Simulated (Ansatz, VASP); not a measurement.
Ge in VASP and in Ansatz

File INCAR:

```
PREC     = Accurate       # precision mode
ENCUT    = 520            # plane-wave cutoff, eV
EDIFF    = 1E-6           # SCF threshold, eV
ISMEAR   = 0              # smearing method
SIGMA    = 0.1            # smearing width, eV
LREAL    = F              # projectors in reciprocal space
LASPH    = T              # aspherical terms in the spheres
NELM     = 80             # most SCF steps
ALGO     = Normal         # electronic algorithm
ISIF     = 2              # what is computed and relaxed
LWAVE    = F              # write WAVECAR
LCHARG   = T              # write CHGCAR
GGA      = PS             # functional
LELF     = T              # ELF
LVHAR    = T            
NBANDS   = 36             # bands
```

Contents of KPOINTS:

```
regular mesh
0
Gamma
  6 6 4
```

Contents of POSCAR:

```
Ge
1.0
    1.7853927867     -5.6636327071      0.0000000000
    1.7853927867      5.6636327071      0.0000000000
    0.0000000000      0.0000000000      4.7250878585
Ge
4
Direct
    0.0980000000      0.9020000000      0.9100000000
    0.5980000000      0.4020000000      0.5900000000
    0.9020000000      0.0980000000      0.0900000000
    0.4020000000      0.5980000000      0.4100000000
```

Input for Ansatz:

```yaml
crystal:
  lattice:
    - [1.7853927867, -5.6636327071, 0.0]
    - [1.7853927867, 5.6636327071, 0.0]
    - [0.0, 0.0, 4.7250878585]
  atoms:
    - { symbol: Ge, position: [0.098, 0.902, 0.91] }
    - { symbol: Ge, position: [0.598, 0.402, 0.59] }
    - { symbol: Ge, position: [0.902, 0.098, 0.09] }
    - { symbol: Ge, position: [0.402, 0.598, 0.41] }
basis:
  ecutwfc: 420
kpoints:
  mp_grid: { grid: [6, 6, 4] }
hamiltonian:
  xc: pbesol
scf:
  occupations: { method: gaussian, width: 0.1 }
  lower_state_search: "off"
output:
  forces: true
  stress: true
  eigenvalues: true
```

Alike in both runs: task single point; functional PBEsol; k mesh 6 × 6 × 4; occupations gaussian, width 0.1 eV; no spin polarisation.

|  | VASP | Ansatz |
| --- | --- | --- |
| version | VASP 6.6.1 | Ansatz 0.2.0 |
| potentials or method | VASP PAW PBE potentials, release 64 (Ge_d) | scalar-relativistic, plane waves, PAW |
| plane-wave cutoff (eV) | 520 | 420 |
| valence electrons in the cell | 56 | 56 |

|  | VASP | Ansatz | Ansatz less VASP |
| --- | --- | --- | --- |
| gap on the k mesh at the Fermi level (eV) | none | none | - |
| pressure (GPa) | 6.6 | 6.8 | +0.24 |
| largest component of the traceless stress (GPa) | 6.60 | 6.60 | +0.002 |
| rms of the force components (eV/Å) | 0.768 | 0.773 | +0.0059 |

Atom by atom the forces differ by 0.006 eV/Å (rms over components). A gap of «none» marks a metal or a gap that the smearing closes. With one functional, cell and mesh, what is left measures potentials, basis and numerics.

Caveats: the PAW data sets were made with another functional, which shifts forces and pressure a little (VASP).
